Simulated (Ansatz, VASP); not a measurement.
# Two plane-wave programs on Ge

```xyz
2
Lattice="0.0000 2.8095 2.8095 2.8095 0.0000 2.8095 2.8095 2.8095 0.0000" Properties=species:S:1:pos:R:3 pbc="T T T"
Ge    0.0000    0.0000    0.0000
Ge    1.4047    1.4047    1.4047
```

Change from the starting cell: strained cell.

Alike in both runs: task relaxation of the atoms; functional PBEsol; k mesh 12 × 12 × 12; occupations gaussian, width 0.1 eV; no spin polarisation.

|  | VASP | Ansatz |
| --- | --- | --- |
| version | VASP 6.6.1 | Ansatz 0.2.0 |
| potentials or method | VASP PAW PBE potentials, release 64 (Ge_d) | scalar-relativistic, plane waves, PAW |
| plane-wave cutoff (eV) | 520 | 420 |
| valence electrons in the cell | 28 | 28 |

|  | VASP | Ansatz | Ansatz less VASP |
| --- | --- | --- | --- |
| gap on the k mesh at the Fermi level, each at its own relaxed structure (eV) | 0.18 | 0.17 | -0.012 |

Ansatz warned: «stress_scf_threshold_loose».

Caveats: the relaxation stopped at its first step, so nothing moved.
